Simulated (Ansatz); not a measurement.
Zincblende KCl, relaxed with r2SCAN, was run in the plane-wave code Ansatz under altered settings. All numbers are computed, without spin polarisation but where a row says otherwise.

```xyz
2
Lattice="0.0000 3.5073 3.5073 3.5073 0.0000 3.5073 3.5073 3.5073 0.0000" Properties=species:S:1:pos:R:3 pbc="T T T"
K     0.0000    0.0000    0.0000
Cl    1.7536    1.7536    1.7536
```

The base run's other keys:
```yaml
kpoints:
  mp_grid: { grid: [4, 4, 4] }
hamiltonian:
  xc: r2scan
scf:
  occupations: { method: fixed }
  n_extra_bands: 4
```

It takes 6 iterations with 2133 plane waves at 500 eV and 8 k points, and leaves a mean stress of +0.01 GPa. The gap over this mesh is 5.351 eV. It ran on 4 threads of Arm Neoverse N1, on a shared host.

Outcomes, with energy and stress as changes against the base:
```csv
setting,outcome,ΔF (meV/atom),Δ mean stress (GPa),gap on the mesh (eV),iterations,wall time
scf.occupations: methfessel_paxton 0.05,converged,0.0,0.00,5.351,5,1.9 s
scf.occupations: gaussian 0.001,converged,0.0,0.00,5.351,6,2 s
scf.occupations: gaussian 0.5,converged,0.0,0.00,5.351,6,2 s
hamiltonian.xc: pbesol (cutoff then 420 eV),converged,–,-0.31,4.798,6,0.8 s
basis.ecutwfc: 200,"converged, warned",+629,+0.03,5.350,7,0.88 s
basis.ecutwfc: 900,converged,-0.9,0.00,5.351,6,3.4 s
scf.occupations: fermi_dirac 0.001,converged,0.0,0.00,5.351,6,2 s
scf.n_extra_bands: 24,converged,0.0,0.00,5.351,6,2.6 s
basis.ecutwfc: 300,"converged, warned",+12.8,0.00,5.354,6,1.2 s
scf.mixing.ndim: 30,converged,0.0,0.00,5.351,6,2 s
scf.occupations: cold 0.001,converged,0.0,0.00,5.351,5,1.9 s
scf.occupations: methfessel_paxton 0.001,converged,0.0,0.00,5.351,5,1.9 s
```
A dash marks a value that wasn't obtained or can't be compared. Stress is positive in compression. The base took 2 s.

- hamiltonian.xc: pbesol. The cutoff follows the functional, from 500 to 420 eV. The mean stress moves by -0.31 GPa and the gap on the mesh by -0.553 eV (to 4.798). It's another functional on the same cell, so totals aren't comparable.
- basis.ecutwfc: 200. 537 plane waves in place of 2133. The free energy moves by +629 meV an atom, the mean stress by +0.03 GPa and the gap on the mesh by -0.001 eV (to 5.350). The basis is too small: these are errors of the cutoff. Warned: cutoff below recommended.
- basis.ecutwfc: 300. 965 plane waves in place of 2133. The free energy moves by +12.8 meV an atom, the mean stress by 0.00 GPa and the gap on the mesh by +0.004 eV (to 5.354). The basis is too small: these are errors of the cutoff. Warned: cutoff below recommended.

Within 1 meV an atom, 0.1 GPa and 0.005 eV of the base stay: scf.occupations: methfessel_paxton 0.05; scf.occupations: gaussian 0.001; scf.occupations: gaussian 0.5; basis.ecutwfc: 900; scf.occupations: fermi_dirac 0.001; scf.n_extra_bands: 24; scf.mixing.ndim: 30; scf.occupations: cold 0.001; scf.occupations: methfessel_paxton 0.001.
